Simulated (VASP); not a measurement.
# Settings for BP: energy difference of two geometries

BP, F-43m (no. 216), 2 atoms in the cell. PBEsol, energy difference of two geometries; PAW potentials P, B (PBE set). VASP 6.6.1.

Wanted: energy difference within 0.5 meV/atom.

What the run is for: energy difference; Accuracy asked: standard; Second geometry: last atom moved by 0.08 A along z, cell strained by +1.0% along z.

The series start from Plane-wave cutoff (eV): 420; k-point mesh: 8 × 8 × 8; Precision mode (PREC): Accurate; Electronic threshold (eV): 1e-6; Aspherical gradient terms in the spheres (LASPH): yes; Electronic algorithm: ALGO=Normal. Each series keeps the choices made before it, and each single choice may use up half of a tolerance. Times cover all steps of a run.

## Plane-wave cutoff (eV)

| Plane-wave cutoff (eV) | Energy difference (meV/atom) | Time (s) |
|---|---|---|
| 260 | 32.19 | 7.1 |
| 320 | 32.47 | 8.5 |
| 370 | 32.61 | 9.3 |
| 420 | 32.62 | 9.2 |
| 480 | 32.61 | 10 |
| 560 | 32.61 | 23 |
| 670 (reference) | 32.65 | 20 |

Chosen: 320, the loosest value from which every tighter one stays within half of the tolerance.

## k-point mesh

| k-point mesh | Energy difference (meV/atom) | Time (s) |
|---|---|---|
| 3 × 3 × 3 | 32.55 | 4.0 |
| 4 × 4 × 4 | 33.23 | 4.3 |
| 5 × 5 × 5 | 32.69 | 5.5 |
| 7 × 7 × 7 | 32.56 | 9.1 |
| 8 × 8 × 8 | 32.47 | 8.5 |
| 10 × 10 × 10 | 32.53 | 17 |
| 13 × 13 × 13 | 32.55 | 28 |
| 16 × 16 × 16 (reference) | 32.50 | 47 |

Chosen: 5 × 5 × 5.

## Precision mode (PREC)

| Precision mode (PREC) | Energy difference (meV/atom) | Time (s) |
|---|---|---|
| SingleN | 32.72 | 3.3 |
| Normal | 32.68 | 3.2 |
| Single | 32.70 | 4.5 |
| Accurate (reference) | 32.69 | 5.5 |

Chosen: SingleN.

## Electronic threshold (eV)

| Electronic threshold (eV) | Energy difference (meV/atom) | Time (s) |
|---|---|---|
| 0.001 | 32.72 | 2.6 |
| 0.0001 | 32.72 | 2.7 |
| 1e-5 | 32.72 | 2.6 |
| 1e-6 | 32.72 | 3.3 |
| 1e-7 | 32.72 | 2.7 |
| 1e-8 (reference) | 32.72 | 2.7 |

Chosen: 0.001.

## Aspherical gradient terms in the spheres (LASPH)

| Aspherical gradient terms in the spheres (LASPH) | Energy difference (meV/atom) | Time (s) |
|---|---|---|
| no | 32.79 | 1.7 |
| yes (reference) | 32.72 | 2.6 |

Chosen: no.

## Electronic algorithm

| Electronic algorithm | Energy difference (meV/atom) | Time (s) |
|---|---|---|
| ALGO=Normal | 32.79 | 1.7 |
| ALGO=Fast | 32.78 | 1.8 |
| ALGO=VeryFast | 32.79 | 2.1 |
| ALGO=All ISEARCH=1 | 32.79 | 1.8 |
| ALGO=All ISEARCH=0 | 32.79 | 1.8 |
| ALGO=Damped TIME=0.4 | 32.80 | 1.9 |
| ALGO=Damped TIME=0.1 | 32.79 | 2.1 |
| ALGO=Old Fast | 32.79 | 1.9 |

Chosen: ALGO=Normal; no other choice that stays within half of the tolerance saves 30 % of the time.

## All choices together

| Input | Energy difference (meV/atom) | Time (s) |
|---|---|---|
| the program's defaults (naive) | 32.36 | 2.1 |
| chosen settings | 32.79 | 1.7 |
| reference settings throughout | 32.64 | 106 |

The tolerance is met.

## The input

INCAR:
```
SYSTEM = BP
GGA = PS ; ISMEAR = 0
SIGMA = 0.03 ; LWAVE = .False.
LCHARG = .False. ; ISIF = 2
PREC = SingleN ; LASPH = .False.
LREAL = .False. ; ALGO = Normal
EDIFF = 0.001 ; NELM = 120
GGA_COMPAT = .False. ; ENCUT = 320
EFERMI = MIDGAP
```

KPOINTS:
```
Automatic mesh
0
Gamma
  5 5 5
  0 0 0
```

POSCAR.step1:
```
BP
1.0
    0.0000000000      2.2690000000      2.2690000000
    2.2690000000      0.0000000000      2.2690000000
    2.2690000000      2.2690000000      0.0000000000
P B
1 1
Direct
    0.7500000000      0.7500000000      0.7500000000
    0.0000000000      0.0000000000      0.0000000000
```

POSCAR.step2:
```
BP
1.0
    0.0000000000      2.2690000000      2.2916900000
    2.2690000000      0.0000000000      2.2916900000
    2.2690000000      2.2690000000      0.0000000000
P B
1 1
Direct
    0.7500000000      0.7500000000      0.7500000000
    0.0176289100      0.0176289100     -0.0176289100
```

Commands (each step's output is kept before the next begins):
```
cat potpaw_PBE.64/P/POTCAR potpaw_PBE.64/B/POTCAR > POTCAR
cp POSCAR.step1 POSCAR
mpirun -np 1 vasp_std > vasp.out
cp POSCAR.step2 POSCAR
mpirun -np 1 vasp_std > vasp.out
```

The naive input happens to agree within the tolerance here, in 2.1 s.

The chosen input took VASP 6.6.1 1.7 s on 1 core (Intel Xeon Platinum 8488C (Sapphire Rapids)), a shared host.

## An input that fails: mixing far too strong

The electronic loop stops at its limit of 62 steps.

Changes against the starting input:
```
- NELM = 120
+ NELM = 62
+ IMIX = 1
+ AMIX = 1.5
+ BMIX = 0.0001
```
